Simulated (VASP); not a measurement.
Input of a VASP 6.6.1 run:

File INCAR:

```
SYSTEM = YN
ALGO = Fast
EDIFF = 1E-6
ENCUT = 500
GGA = PE
ISIF = 2
ISMEAR = 0
LASPH = .True.
LCHARG = .True.
LELF = .True.
LREAL = .False.
LVHAR = .True.
LWAVE = .False.
NBANDS = 15
NELM = 60
PREC = Accurate
SIGMA = 0.02
```

Contents of KPOINTS:

```
k-points
0
Gamma
  5 5 5
  0 0 0
```

File POSCAR:

```
YN
1.0
    0.0000000000      2.4385000000      2.4385000000
    2.4385000000      0.0000000000      2.4385000000
    2.4385000000      2.4385000000      0.0000000000
Y N
1 1
Direct
    0.0000000000      0.0000000000      0.0000000000
    0.5000000000      0.5000000000      0.5000000000
```

Potentials or basis: VASP PAW PBE potentials, release 64 (Y_sv_GW, N_GW).

Command:

```bash
$ cat potpaw_PBE.64/Y_sv_GW/POTCAR potpaw_PBE.64/N_GW/POTCAR > POTCAR
$ mpirun -np 1 vasp_std > vasp.out
```

(1) Estimate the band gap on the k mesh.

(2) What does it give for the pressure?

Answers

(1) 0.34 eV, indirect (least direct gap 0.78 eV).

(2) 2.6 GPa.

Caveat: the k mesh is coarse (spacing up to 0.45 Å⁻¹), so the values aren't converged; the cutoff is under 1.25 times the usual one of these potentials, so pressure, stress and relaxed cells hold a basis-set (Pulay) error; an odd mesh through Γ misses points on the zone boundary, where band edges often lie.
